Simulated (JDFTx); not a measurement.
# BN (F-43m) in JDFTx: reference runs

How does BN come out in PBE? The cell is run as given and disturbed.

All numbers are computed with JDFTx 1.7.0 (patched build); they aren't measurements. Logs are shortened: lines on timing, memory, paths and dates and some standing lists are left out, and cuts for length are marked. The log counts tension as positive stress, the text compression.

### 1 The structure

It takes space group F-43m (No. 216, cubic). Conventional cell: a = 3.626 Å, b = 3.626 Å, c = 3.626 Å, α = 90.00°, β = 90.00°, γ = 90.00°. Around N (site symmetry -43m) lie 4 B at 1.57 Å. B (site symmetry -43m) has 4 N at 1.57 Å as nearest neighbours.

The cell is a database's computed one.

### 2 Single point, PBE

BN.in reads:

```
lattice \
    0.0000000000     3.4260753537     3.4260753537 \
    3.4260753537     0.0000000000     3.4260753537 \
    3.4260753537     3.4260753537     0.0000000000
coords-type Lattice
ion N      0.2500000000     0.2500000000     0.2500000000 1
ion B      0.0000000000     0.0000000000     0.0000000000 1

ion-species pseudo/N.upf
ion-species pseudo/B.upf
elec-cutoff 42
elec-ex-corr gga-PBE
kpoint-folding 13 13 13
elec-smearing Fermi 0.0018374661
elec-n-bands 9
electronic-SCF nIterations 100 energyDiffThreshold 1e-08
electronic-minimize nIterations 30 energyDiffThreshold 1e-7
converge-empty-states yes
forces-output-coords Cartesian

dump-name run.$VAR
dump End Ecomponents EigStats BandEigs Kpoints Forces Stress
```

Potentials or basis: PseudoDojo-SR-PBE-0.5-standard.

Command:

```
> jdftx -c 1 -i BN.in -o BN.out
```

What it wrote:

```text
*************** JDFTx 1.7.0 (patched build) ***************

Input parsed successfully to the following command list (including defaults):
[... the input with its defaults ...]

---------- Setting up symmetries ----------

Found 48 point-group symmetries of the bravais lattice
Found 24 space-group symmetries with basis
Applied RMS atom displacement 0 bohrs to make symmetries exact.

---------- Initializing the Grid ----------
R =
[            0      3.42608      3.42608  ]
[      3.42608            0      3.42608  ]
[      3.42608      3.42608            0  ]
unit cell volume = 80.4305
G =
[  -0.916965   0.916965   0.916965  ]
[   0.916965  -0.916965   0.916965  ]
[   0.916965   0.916965  -0.916965  ]
Minimum fftbox size, Smin = [  32  32  32  ]
Chosen fftbox size, S = [  32  32  32  ]

---------- Exchange Correlation functional ----------
Initalized PBE GGA exchange.
Initalized PBE GGA correlation.

---------- Setting up pseudopotentials ----------
Width of ionic core gaussian charges (only for fluid interactions / plotting) set to 0

Reading pseudopotential file 'pseudo/N.upf':
  'N' pseudopotential, 'PBE' functional
  Generated using ONCVPSP code by D. R. Hamann
  5 valence electrons, 2 orbitals, 4 projectors, 1001 radial grid points, with lMax = 1
    2S    l: 0   occupation:  2.0   eigenvalue: -0.682907
    2P    l: 1   occupation:  3.0   eigenvalue: -0.260548
  Core radius for overlap checks: 1.31 bohrs.

Reading pseudopotential file 'pseudo/B.upf':
  'B' pseudopotential, 'PBE' functional
  Generated using ONCVPSP code by D. R. Hamann
  3 valence electrons, 2 orbitals, 4 projectors, 1001 radial grid points, with lMax = 1
    2S    l: 0   occupation:  2.0   eigenvalue: -0.347027
    2P    l: 1   occupation:  1.0   eigenvalue: -0.132548
  Core radius for overlap checks: 1.18 bohrs.

Initialized 2 species with 2 total atoms.

Folded 1 k-points by 13x13x13 to 2197 k-points.

---------- Setting up k-points, bands, fillings ----------
Adding inversion symmetry to k-mesh for non-inversion-symmetric unit cell.
Reduced to 84 k-points under symmetry.
Computing the number of bands and number of electrons
Calculating initial fillings.
nElectrons:   8.000000   nBands: 9   nStates: 84

----- Setting up reduced wavefunction bases (one per k-point) -----
average nbasis = 1045.639 , ideal nbasis = 1045.656

---------- Setting up ewald sum ----------
Optimum gaussian width for ewald sums = 1.556064 bohr.
Real space sum over 1331 unit cells with max indices [  5  5  5  ]
Reciprocal space sum over 2197 terms with max indices [  6  6  6  ]

---------- Allocating electronic variables ----------
Initializing wave functions:  linear combination of atomic orbitals
Note: number of bands (9) exceeds available atomic orbitals (8)
N pseudo-atom occupations:   s ( 2 )  p ( 3 )
B pseudo-atom occupations:   s ( 2 )  p ( 1 )
	FillingsUpdate:  mu: +0.623765371  nElectrons: 8.000000
LCAOMinimize: Iter:   0  F: -12.8309186392762999  |grad|_K:  4.565e-03  alpha:  1.000e+00
	FillingsUpdate:  mu: +0.612523296  nElectrons: 8.000000
LCAOMinimize: Iter:   1  F: -12.8615948152548061  |grad|_K:  2.334e-04  alpha:  4.075e-01  linmin: -5.680e-01  cgtest:  7.715e-01
LCAOMinimize: Encountered beta<0, resetting CG.
[... 6 lines of inner loops ...]
LCAOMinimize: Iter:   4  F: -12.8617249158356373  |grad|_K:  3.301e-07  alpha:  5.460e-01  linmin: -1.483e-05  cgtest:  1.774e-05
	FillingsUpdate:  mu: +0.611681518  nElectrons: 8.000000
LCAOMinimize: Iter:   5  F: -12.8617249161189324  |grad|_K:  4.292e-09  alpha:  7.640e-01  linmin: -8.444e-04  cgtest:  2.321e-03
LCAOMinimize: Converged (|Delta F|<1.000000e-06 for 2 iters).

-------- Electronic minimization -----------
Will mix electronic density at each iteration.
	FillingsUpdate:  mu: +0.611681518  nElectrons: 8.000000
	FillingsUpdate:  mu: +0.520304921  nElectrons: 8.000000
SCF: Cycle:  0   F: -12.909744111519583   dF: -4.802e-02   |Residual|: 4.938e-02   |deigs|: 2.026e-01
	FillingsUpdate:  mu: +0.522406117  nElectrons: 8.000000
SCF: Cycle:  1   F: -12.910076122007972   dF: -3.320e-04   |Residual|: 2.537e-02   |deigs|: 1.240e-02
	FillingsUpdate:  mu: +0.525145508  nElectrons: 8.000000
SCF: Cycle:  2   F: -12.910130340716197   dF: -5.422e-05   |Residual|: 2.380e-03   |deigs|: 4.485e-03
	FillingsUpdate:  mu: +0.525466178  nElectrons: 8.000000
SCF: Cycle:  3   F: -12.910131289001761   dF: -9.483e-07   |Residual|: 1.127e-03   |deigs|: 4.238e-04
	FillingsUpdate:  mu: +0.525676941  nElectrons: 8.000000
SCF: Cycle:  4   F: -12.910131542756265   dF: -2.538e-07   |Residual|: 8.644e-05   |deigs|: 1.725e-04
	FillingsUpdate:  mu: +0.525687657  nElectrons: 8.000000
SCF: Cycle:  5   F: -12.910131557146627   dF: -1.439e-08   |Residual|: 3.256e-05   |deigs|: 6.616e-05
	FillingsUpdate:  mu: +0.525694075  nElectrons: 8.000000
SCF: Cycle:  6   F: -12.910131560568274   dF: -3.422e-09   |Residual|: 6.035e-06   |deigs|: 1.677e-04
	FillingsUpdate:  mu: +0.525695166  nElectrons: 8.000000
SCF: Cycle:  7   F: -12.910131561174353   dF: -6.061e-10   |Residual|: 4.001e-06   |deigs|: 4.073e-05
SCF: Converged (|Delta E|<1.000000e-08 for 2 iters).

Setting wave functions to eigenvectors of Hamiltonian
Converging empty states (this may take a while):
EmptyStates: None of the convergence criteria satisfied.
|deigs|: 1.144e-03

# Stress tensor in Cartesian coordinates [Eh/a0^3]:
[  2.71228e-05            0            0  ]
[            0  2.71228e-05            0  ]
[            0            0  2.71228e-05  ]

# Ionic positions in lattice coordinates:
ion N   0.250000000000000   0.250000000000000   0.250000000000000 1
ion B   0.000000000000000   0.000000000000000   0.000000000000000 1

# Forces in Cartesian coordinates:
force N  -0.000000000000000  -0.000000000000000  -0.000000000000000 1
force B   0.000000000000000   0.000000000000000  -0.000000000000000 1

# Energy components:
   Eewald =      -13.1304314006389564
       EH =        1.8004989876252722
     Eloc =       -6.0319365421773767
      Enl =       -1.0627781995613717
      Exc =       -4.3652251211251523
 Exc_core =        0.4926725740138987
       KE =        9.3870681406893386
-------------------------------------
     Etot =      -12.9101315611743512
       TS =        0.0000000000000013
-------------------------------------
        F =      -12.9101315611743530

IonicMinimize: Iter:   0  F: -12.910131561174353  |grad|_K:  6.879e-36
IonicMinimize: Converged (|grad|_K<1.000000e-04).

#--- Lowdin population analysis ---
# oxidation-state N -0.327
# oxidation-state B +0.354

Dumping 'run.eigStats' ...
	eMin: -0.334302 at state 0 ( [ +0.000000 +0.000000 +0.000000 ] spin 0 )
	HOMO: +0.404646 at state 0 ( [ +0.000000 +0.000000 +0.000000 ] spin 0 )
	mu  : +0.525695
	LUMO: +0.573538 at state 47 ( [ +0.000000 +0.461538 +0.461538 ] spin 0 )
	eMax: +1.307707 at state 0 ( [ +0.000000 +0.000000 +0.000000 ] spin 0 )
	HOMO-LUMO gap: +0.168893
	Optical gap  : +0.324585 at state 0 ( [ +0.000000 +0.000000 +0.000000 ] spin 0 )
WARNING: the last solve of the electrons (or of bands or displaced states from it) ended unconverged.
Done!
[note: mu as printed may lie anywhere between the filled and the empty levels]
```

Wall time 23 s (1 thread of Arm Neoverse V1, shared host); peak memory 0.06 GiB.

Results:

```yaml
Free_energy: -351.3026 eV
Pressure: -0.8 GPa
Band_gap_on_the_k_mesh: 4.60 eV, indirect (least direct gap 8.83 eV)
Loewdin_charges: N -0.33; B +0.35 e
```

Caveat: the empty levels aren't tightly converged; an odd mesh through Γ misses points on the zone boundary, where band edges often lie.

### 3 Single point, PBE (atoms moved at random, drawn with an rms of 0.05 Å)

BN.in, as its differences from that of step 2:

```diff
@@ -5,4 +5,4 @@
 coords-type Lattice
-ion N      0.2500000000     0.2500000000     0.2500000000 1
-ion B      0.0000000000     0.0000000000     0.0000000000 1
+ion N      0.2676830000     0.2606740000     0.2287350000 1
+ion B     -0.0206290000     0.0216810000     0.0016490000 1
 
@@ -21,2 +21,2 @@
 dump-name run.$VAR
-dump End Ecomponents EigStats BandEigs Kpoints Forces Stress
+dump End Ecomponents EigStats BandEigs Kpoints Forces Stress ElecDensity Dtot KEdensity
```

Potentials or basis: PseudoDojo-SR-PBE-0.5-standard.

Command:

```
> jdftx -c 1 -i BN.in -o BN.out
```

Wall time 5 min (1 thread of Arm Neoverse V1, shared host); peak memory 0.48 GiB.

Results (log left out):

| Item | Value |
| --- | --- |
| Free energy | -351.2116 eV |
| Pressure | 1.4 GPa |
| Band gap on the k mesh | 3.96 eV, indirect (least direct gap 7.84 eV) |
| Loewdin charges | N -0.33; B +0.36 e |

Stress tensor (GPa, compression positive):
```
 1.25 -2.07 -2.49
-2.07  1.64  2.08
-2.49  2.08  1.41
```

Levels at points of the mesh, in eV from the valence-band top:
| k point | band 2 | band 3 | band 4 | band 5 |
| --- | --- | --- | --- | --- |
| (0.00, 0.00, 0.00) | -1.46 | -0.29 | 0.00 | 7.84 |

Caveat: an odd mesh through Γ misses points on the zone boundary, where band edges often lie.

### 4 Comparison with measurements

Step 2. The gap isn't set beside the measured one, since this odd mesh misses points on the zone boundary.
